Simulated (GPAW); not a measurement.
Crystal: TePb.

```
Pb Te
1.0
     0.00000    3.23100    3.23100
     3.23100    0.00000    3.23100
     3.23100    3.23100    0.00000
Pb Te
1 1
Direct
  0.00000 0.00000 0.00000
  0.50000 0.50000 0.50000
```

```yaml
Program: GPAW 26.7.0
Task: relaxation of cell and atoms
Functional: PBEsol
Dispersion: D3(BJ)
Potentials_or_basis: PAW data sets generated in the run's folder for this functional
Cutoff: 600 eV
Basis: pw
k_mesh: 7 × 7 × 7
Occupations: fermi-dirac, width 0.05 eV
Spin: no spin polarisation
```

At the start: pressure -2.6 GPa; volume 33.73 Å³/atom.

Task: Where does the relaxation end?

Result: Over 4 steps the energy falls by 16.9 meV/atom and the volume is 31.78 Å³/atom (-5.8 %); space group Fm-3m (No. 225, to 0.05 Å).

Step by step:
```csv
step,energy change (eV),largest force (eV/Å),pressure (GPa),volume (Å³)
1,0.0000,0.0000,-2.62,67.46
2,-0.0118,0.0000,-2.16,66.67
3,-0.0336,0.0000,0.21,63.27
4,-0.0338,0.0000,-0.01,63.55
```

Final structure:
```xyz
2
Lattice="0.0000 3.1674 3.1674 3.1674 0.0000 3.1674 3.1674 3.1674 0.0000" Properties=species:S:1:pos:R:3 pbc="T T T"
Pb    0.0000    0.0000    0.0000
Te    3.1674    3.1674    3.1674
```

Caveat: later steps reuse the first step's grids.
